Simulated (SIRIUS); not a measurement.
# ZnSe (Stilleite) (F-43m) in SIRIUS: reference runs

Aim: a first look at ZnSe (Stilleite) with PBEsol, on the cell as given, and energy against volume gives the equilibrium volume and stiffness.

All numbers are computed with SIRIUS 7.12.0; they aren't measurements. Logs are shortened: lines on timing, memory, paths and dates and some standing lists are left out, and cuts for length are marked. The log counts tension as positive stress, the text compression.

**Experimental background.**

“Alloy Disordering Effects on the Thermal Conductivity and Energy Gap Temperature Dependence of Cd1−xZnxSe Ternary Crystals Grown by the Bridgman Method”, 2023, pmc:10253836 reports, for a bulk crystal of ZnSe at 300 K: band gap 2.695 ± 0.003 eV (an exciton energy, a little under the gap).

The runs below are set against these values where they give the same quantity.

## (1) The crystal as given

It takes space group F-43m (No. 216, cubic). Conventional cell: a = 5.668 Å, b = 5.668 Å, c = 5.668 Å, α = 90.00°, β = 90.00°, γ = 90.00°. Se (site symmetry -43m) has 4 Zn at 2.45 Å as nearest neighbours. Zn (site symmetry -43m) is surrounded by 4 Se at 2.45 Å.

## (2) Single point, PBEsol

Input file sirius.json:

```json
{
  "control": {
    "processing_unit": "cpu",
    "std_evp_solver_name": "lapack",
    "gen_evp_solver_name": "lapack",
    "verbosity": 2,
    "print_forces": true,
    "ortho_rf": true,
    "use_second_variation": true,
    "rmt_max": 3.0,
    "num_bands_to_print": 24,
    "save_wf": true
  },
  "parameters": {
    "electronic_structure_method": "full_potential_lapwlo",
    "xc_functionals": ["XC_GGA_X_PBE_SOL", "XC_GGA_C_PBE_SOL"],
    "core_relativity": "dirac",
    "valence_relativity": "iora",
    "num_fv_states": 29,
    "smearing": "fermi_dirac",
    "smearing_width": 0.0018374661,
    "pw_cutoff": 20,
    "gk_cutoff": 3.77,
    "lmax_apw": 10,
    "lmax_rho": 8,
    "lmax_pot": 8,
    "num_mag_dims": 0,
    "auto_rmt": 0,
    "ngridk": [8, 8, 8],
    "shiftk": [0, 0, 0],
    "num_dft_iter": 80,
    "energy_tol": 1e-07,
    "density_tol": 1e-05,
    "use_symmetry": true
  },
  "settings": {"tol_ne": 1e-10},
  "iterative_solver": {"type": "exact"},
  "mixer": {"type": "anderson", "beta": 0.5, "max_history": 8},
  "unit_cell": {
    "lattice_vectors": [[0.0, 5.355105892, 5.355105892], [5.355105892, 0.0, 5.355105892], [5.355105892, 5.355105892, 0.0]],
    "atom_types": ["Se", "Zn"],
    "atom_files": {"Se": "Se.json", "Zn": "Zn.json"},
    "atoms": {"Se": [[0.75, 0.75, 0.75]], "Zn": [[0.0, 0.0, 0.0]]}
  }
}
```

Input file Se.json:

```json
{
  "name": "selenium",
  "symbol": "Se",
  "number": 34,
  "mass": 78.96,
  "rmin": 1e-06,
  "rmt": 2.23,
  "nrmt": 800,
  "rinf": 13.6,
  "core": "1s2s2p",
  "valence": [
    {"basis": [{"enu": -0.07, "dme": 0, "n": 0, "auto": 0}, {"enu": -0.07, "dme": 1, "n": 0, "auto": 0}]},
    {"l": 0, "n": 1, "basis": [{"enu": -0.1183, "dme": 0, "n": 0, "auto": 0}]},
    {"l": 1, "n": 2, "basis": [{"enu": 0.03, "dme": 0, "n": 0, "auto": 0}]},
    {"l": 2, "n": 3, "basis": [{"enu": 0.03, "dme": 0, "n": 0, "auto": 0}]},
    {"l": 3, "n": 4, "basis": [{"enu": 0.03, "dme": 0, "n": 0, "auto": 0}]}
  ],
  "lo": [
    {
      "l": 0,
      "basis": [{"enu": -0.1183, "dme": 0, "n": 0, "auto": 0}, {"enu": -0.1183, "dme": 1, "n": 0, "auto": 0}]
    },
    {
      "l": 0,
      "basis": [{"enu": -0.1183, "dme": 1, "n": 0, "auto": 0}, {"enu": -0.1183, "dme": 2, "n": 0, "auto": 0}]
    },
    {
      "l": 0,
      "basis": [{"enu": -7.5218, "dme": 0, "n": 3, "auto": 1}, {"enu": -7.5218, "dme": 1, "n": 3, "auto": 1}]
    },
    {
      "l": 0,
      "basis": [{"enu": -0.1183, "dme": 0, "n": 0, "auto": 0}, {"enu": 2.2947, "dme": 0, "n": 0, "auto": 0}]
    },
    {"l": 1, "basis": [{"enu": 0.03, "dme": 0, "n": 0, "auto": 0}, {"enu": 0.03, "dme": 1, "n": 0, "auto": 0}]},
    {
      "l": 1,
      "basis": [{"enu": -5.3306, "dme": 0, "n": 3, "auto": 1}, {"enu": -5.3306, "dme": 1, "n": 3, "auto": 1}]
    },
    {
      "l": 1,
      "basis": [{"enu": -5.3306, "dme": 1, "n": 3, "auto": 1}, {"enu": 0.03, "dme": 0, "n": 0, "auto": 0}]
    },
    {"l": 1, "basis": [{"enu": 0.03, "dme": 0, "n": 0, "auto": 0}, {"enu": 3.7301, "dme": 0, "n": 0, "auto": 0}]},
    {"l": 2, "basis": [{"enu": 0.03, "dme": 0, "n": 0, "auto": 0}, {"enu": 0.03, "dme": 1, "n": 0, "auto": 0}]},
    {
      "l": 2,
      "basis": [{"enu": -1.6895, "dme": 0, "n": 3, "auto": 1}, {"enu": -1.6895, "dme": 1, "n": 3, "auto": 1}]
    },
    {
      "l": 2,
      "basis": [{"enu": -1.6895, "dme": 1, "n": 3, "auto": 1}, {"enu": 0.03, "dme": 0, "n": 0, "auto": 0}]
    },
    {"l": 2, "basis": [{"enu": 0.03, "dme": 0, "n": 0, "auto": 0}, {"enu": 4.2127, "dme": 0, "n": 0, "auto": 0}]},
    {"l": 3, "basis": [{"enu": 0.03, "dme": 0, "n": 0, "auto": 0}, {"enu": 0.03, "dme": 1, "n": 0, "auto": 0}]},
    {"l": 3, "basis": [{"enu": 0.03, "dme": 0, "n": 0, "auto": 0}, {"enu": 3.529, "dme": 0, "n": 0, "auto": 0}]}
  ],
  "free_atom": [... radial grid and density of the free atom, the start of the SCF ...]
}
```

Input file Zn.json:

```json
{
  "name": "zinc",
  "symbol": "Zn",
  "number": 30,
  "mass": 65.38,
  "rmin": 1e-06,
  "rmt": 2.23,
  "nrmt": 800,
  "rinf": 14.28,
  "core": "1s2s2p",
  "valence": [
    {"basis": [{"enu": -0.07, "dme": 0, "n": 0, "auto": 0}, {"enu": -0.07, "dme": 1, "n": 0, "auto": 0}]},
    {"l": 0, "n": 1, "basis": [{"enu": 0.03, "dme": 0, "n": 0, "auto": 0}]},
    {"l": 1, "n": 2, "basis": [{"enu": 0.03, "dme": 0, "n": 0, "auto": 0}]},
    {"l": 2, "n": 3, "basis": [{"enu": 0.002, "dme": 0, "n": 0, "auto": 0}]},
    {"l": 3, "n": 4, "basis": [{"enu": 0.03, "dme": 0, "n": 0, "auto": 0}]}
  ],
  "lo": [
    {"l": 0, "basis": [{"enu": 0.03, "dme": 0, "n": 0, "auto": 0}, {"enu": 0.03, "dme": 1, "n": 0, "auto": 0}]},
    {
      "l": 0,
      "basis": [{"enu": -4.4569, "dme": 0, "n": 3, "auto": 1}, {"enu": -4.4569, "dme": 1, "n": 3, "auto": 1}]
    },
    {
      "l": 0,
      "basis": [{"enu": -4.4569, "dme": 1, "n": 3, "auto": 1}, {"enu": 0.03, "dme": 0, "n": 0, "auto": 0}]
    },
    {"l": 0, "basis": [{"enu": 0.03, "dme": 0, "n": 0, "auto": 0}, {"enu": 3.2474, "dme": 0, "n": 0, "auto": 0}]},
    {"l": 1, "basis": [{"enu": 0.03, "dme": 0, "n": 0, "auto": 0}, {"enu": 0.03, "dme": 1, "n": 0, "auto": 0}]},
    {
      "l": 1,
      "basis": [{"enu": -2.7979, "dme": 0, "n": 3, "auto": 1}, {"enu": -2.7979, "dme": 1, "n": 3, "auto": 1}]
    },
    {
      "l": 1,
      "basis": [{"enu": -2.7979, "dme": 1, "n": 3, "auto": 1}, {"enu": 0.03, "dme": 0, "n": 0, "auto": 0}]
    },
    {"l": 1, "basis": [{"enu": 0.03, "dme": 0, "n": 0, "auto": 0}, {"enu": 3.7301, "dme": 0, "n": 0, "auto": 0}]},
    {"l": 2, "basis": [{"enu": 0.002, "dme": 0, "n": 0, "auto": 0}, {"enu": 0.002, "dme": 1, "n": 0, "auto": 0}]},
    {"l": 2, "basis": [{"enu": 0.002, "dme": 1, "n": 0, "auto": 0}, {"enu": 0.002, "dme": 2, "n": 0, "auto": 0}]},
    {"l": 2, "basis": [{"enu": 0.002, "dme": 0, "n": 0, "auto": 0}, {"enu": 3.139, "dme": 0, "n": 0, "auto": 0}]},
    {"l": 3, "basis": [{"enu": 0.03, "dme": 0, "n": 0, "auto": 0}, {"enu": 0.03, "dme": 1, "n": 0, "auto": 0}]},
    {"l": 3, "basis": [{"enu": 0.03, "dme": 0, "n": 0, "auto": 0}, {"enu": 3.529, "dme": 0, "n": 0, "auto": 0}]}
  ],
  "free_atom": [... radial grid and density of the free atom, the start of the SCF ...]
}
```

Input file sirius_start.json:

```json
{
  "control": {
    "processing_unit": "cpu",
    "std_evp_solver_name": "lapack",
    "gen_evp_solver_name": "lapack",
    "verbosity": 1,
    "print_forces": false,
    "ortho_rf": true,
    "use_second_variation": true,
    "rmt_max": 3.0,
    "num_bands_to_print": 24,
    "save_wf": false
  },
  "parameters": {
    "electronic_structure_method": "full_potential_lapwlo",
    "xc_functionals": ["XC_LDA_X", "XC_LDA_C_PW"],
    "core_relativity": "dirac",
    "valence_relativity": "iora",
    "num_fv_states": 29,
    "smearing": "fermi_dirac",
    "smearing_width": 0.0055123983,
    "pw_cutoff": 20,
    "gk_cutoff": 3.01,
    "lmax_apw": 10,
    "lmax_rho": 8,
    "lmax_pot": 8,
    "num_mag_dims": 0,
    "auto_rmt": 0,
    "ngridk": [3, 3, 3],
    "shiftk": [0, 0, 0],
    "num_dft_iter": 30,
    "energy_tol": 0.01,
    "density_tol": 0.05,
    "use_symmetry": true
  },
  "settings": {"tol_ne": 1e-10},
  "iterative_solver": {"type": "exact"},
  "mixer": {"type": "anderson", "beta": 0.5, "max_history": 8},
  "unit_cell": {
    "lattice_vectors": [[0.0, 5.355105892, 5.355105892], [5.355105892, 0.0, 5.355105892], [5.355105892, 5.355105892, 0.0]],
    "atom_types": ["Se", "Zn"],
    "atom_files": {"Se": "Se.json", "Zn": "Zn.json"},
    "atoms": {"Se": [[0.75, 0.75, 0.75]], "Zn": [[0.0, 0.0, 0.0]]}
  }
}
```

Potentials or basis: all-electron FP-LAPW, apw+lo standard.

Command:

```console
OMP_NUM_THREADS=1 sirius.scf --input=sirius_start.json --output=start.json
OMP_NUM_THREADS=1 sirius.scf --input=sirius.json --output=output.json --task=1
```

The log of the run:

```text
[info] SIRIUS version : 7.12.0
[info] number of MPI ranks           : 1
[info] MPI grid                      : 1 1
[info] maximum number of OMP threads : 1
[fft] FFT context for density and potential
[fft] =====================================
[fft]   plane wave cutoff                     : 20
[fft]   grid size                             : 54 54 54   total : 157464
[fft]   grid limits                           : -26 27   -26 27   -26 27
[fft]   number of G-vectors within the cutoff : 41391
[fft]   number of G-shells                    : 1096
[fft] FFT context for coarse grid
[fft] =====================================
[fft]   plane wave cutoff                     : 7.54
[fft]   grid size                             : 24 24 24   total : 13824
[fft]   grid limits                           : -11 12   -11 12   -11 12
[fft]   number of G-vectors within the cutoff : 2229
[fft]   number of G-shells                    : 84
[unit cell] lattice vectors
[unit cell]   a1 :       0.0000000000      5.3551058920      5.3551058920
[unit cell]   a2 :       5.3551058920      0.0000000000      5.3551058920
[unit cell]   a3 :       5.3551058920      5.3551058920      0.0000000000
[unit cell] reciprocal lattice vectors
[unit cell]   b1 :      -0.5866536941      0.5866536941      0.5866536941
[unit cell]   b2 :       0.5866536941     -0.5866536941      0.5866536941
[unit cell]   b3 :       0.5866536941      0.5866536941     -0.5866536941
[unit cell] unit cell volume :       307.13844748 [a.u.^3]
[unit cell] 1/sqrt(omega)    :         0.05706015
[unit cell] MT volume        :        92.90373925 (30.25%)
[unit cell] IT volume        :       214.23470823 (69.75%)
[unit cell] number of atom types : 2
[unit cell] type id : 0 symbol : Se mt_radius :   2.230000 num_atoms : 1
[unit cell] type id : 1 symbol : Zn mt_radius :   2.230000 num_atoms : 1
[unit cell] total number of atoms : 2
[unit cell] number of symmetry classes : 2
[unit cell] atom id  type id  class id             position                      vector_field
[unit cell] ------------------------------------------------------------------------------------------
[unit cell]      0        0        0      0.75000   0.75000   0.75000      0.00000   0.00000   0.00000
[unit cell]      1        1        1      0.00000   0.00000   0.00000      0.00000   0.00000   0.00000
[... 366 lines left out ...]
[diagonalize] ik:   28   -7.487040   -5.269588   -5.269587   -5.269587   -4.473276   -2.794823   -2.794822   -2.794820   -1.610260   -1.610259   -1.610247   -1.610101   -1.610087   -0.332837   -0.120220   -0.116799   -0.112053   -0.111912   -0.099762   -0.057100    0.013476    0.016956    0.313408    0.318853
[generate_core_charge_density] atom class : 0
[generate_core_charge_density]   n,l,k : 1 0 1  energy :        -458.74216704
[generate_core_charge_density]   n,l,k : 2 0 1  energy :         -58.66023799
[generate_core_charge_density]   n,l,k : 2 1 1  energy :         -52.60535643
[generate_core_charge_density]   n,l,k : 2 1 2  energy :         -51.07212208
[generate_core_charge_density] atom class : 1
[generate_core_charge_density]   n,l,k : 1 0 1  energy :        -349.41837985
[generate_core_charge_density]   n,l,k : 2 0 1  energy :         -42.25377732
[generate_core_charge_density]   n,l,k : 2 1 1  energy :         -37.19206325
[generate_core_charge_density]   n,l,k : 2 1 2  energy :         -36.31577166
[find] Total energy                   :   -4223.33286163 (Ha),   -8446.66572326 (Ry)
[find] iteration : 1, RMS (target) : 9.0068e-02 (1.0000e-05) , energy difference (target) : -1.2514e-04 (1.0000e-07)
[... 21 lines left out ...]
[find] valence_eval_sum               :     -89.92780518
[find] core_eval_sum                  :   -2347.16474937
[find] kinetic energy                 :    4312.00457956
[find] enuc                           :   -5106.89911441
[find] <rho|V^{XC}>                   :    -205.41449577
[find] <rho|E^{XC}>                   :    -156.59698141
[find] <mag|B^{XC}>                   :       0.00000000
[find] <rho|V^{H}>                    :   -6543.68263833
[find] smearing (-TS)                 :      -0.00000000
[find] SCF correction                 :      -0.00001067
[find] Total energy                   :   -4223.33284610 (Ha),   -8446.66569219 (Ry)
[find] Free energy (E-TS)             :   -4223.33284610 (Ha),   -8446.66569220 (Ry)
[find] band gap (eV)                  :       1.16608071
[find] Efermi                         :       0.14204459
[find] iteration : 7, RMS (target) : 2.9939e-06 (1.0000e-05) , energy difference (target) : 3.3149e-08 (1.0000e-07)
[find] converged after 8 SCF iterations!
[find] Charges and magnetic moments
[find] --------------------------------------------------------------------------------
[find] atom      charge    core leakage
[find] --------------------------------------------------------------------------------
[find]    0   32.047599    0.000000e+00
[find]    1   28.593197    1.674177e-14
[find] total core leakage    : 1.67417688e-14
[find] interstitial charge   : 3.359202
[find] total charge          : 63.999998
[find] Energy
[find] --------------------------------------------------------------------------------
[find] valence_eval_sum               :     -89.92780518
[find] core_eval_sum                  :   -2347.16474937
[find] kinetic energy                 :    4312.00457956
[find] enuc                           :   -5106.89911441
[find] <rho|V^{XC}>                   :    -205.41449577
[find] <rho|E^{XC}>                   :    -156.59698141
[find] <mag|B^{XC}>                   :       0.00000000
[find] <rho|V^{H}>                    :   -6543.68263833
[find] smearing (-TS)                 :      -0.00000000
[find] SCF correction                 :      -0.00001067
[find] Total energy                   :   -4223.33284610 (Ha),   -8446.66569219 (Ry)
[find] Free energy (E-TS)             :   -4223.33284610 (Ha),   -8446.66569220 (Ry)
[find] band gap (eV)                  :       1.16608071
[find] Efermi                         :       0.14204459
[ground_state]
[ground_state] ==== total Forces in Ha/bohr =====
[ground_state] atom:    0, force:      -0.0000000     -0.0000000      0.0000000
[ground_state] atom:    1, force:      -0.0000000     -0.0000000      0.0000000
[ground_state] ==== contribution from density =====
[ground_state] atom:    0, force:       0.0000000     -0.0000000      0.0000000
[ground_state] atom:    1, force:       0.0000000     -0.0000000      0.0000000
[ground_state] ==== contribution from Hartree potential =====
[ground_state] atom:    0, force:      -0.0000000      0.0000000      0.0000000
[ground_state] atom:    1, force:       0.0000000      0.0000000      0.0000000
[ground_state] ==== contribution from IBS =====
[ground_state] atom:    0, force:       0.0000000      0.0000000      0.0000000
[ground_state] atom:    1, force:      -0.0000000     -0.0000000      0.0000000
```

Wall time 53 s (1 thread of Arm Neoverse V2, shared host); peak memory 0.47 GiB.

What came out:

| Quantity | Value |
| --- | --- |
| Free energy | -114922.7413 eV |
| Band gap on the k mesh | 1.17 eV, direct |
| All electrons inside the program's atomic spheres | Se 32.05; Zn 28.59 (radii Se 2.23, Zn 2.23 bohr) |

Levels at points of the mesh, in eV from the valence-band top:
| k point | band 19 | band 20 | band 21 | band 22 | band 23 | band 24 | band 25 | band 26 |
| --- | --- | --- | --- | --- | --- | --- | --- | --- |
| (0.00, 0.00, 0.00) | -6.19 | 0.00 | 0.00 | 0.00 | 1.17 | 5.74 | 5.74 | 5.74 |
| (0.50, 0.00, 0.00) | -6.03 | -5.27 | -0.87 | -0.87 | 2.45 | 6.31 | 6.31 | 8.40 |
| (0.50, 0.50, 0.00) | -6.01 | -4.78 | -2.20 | -2.20 | 2.85 | 3.38 | 10.59 | 11.17 |

(Part 1 of 4 ends here.)
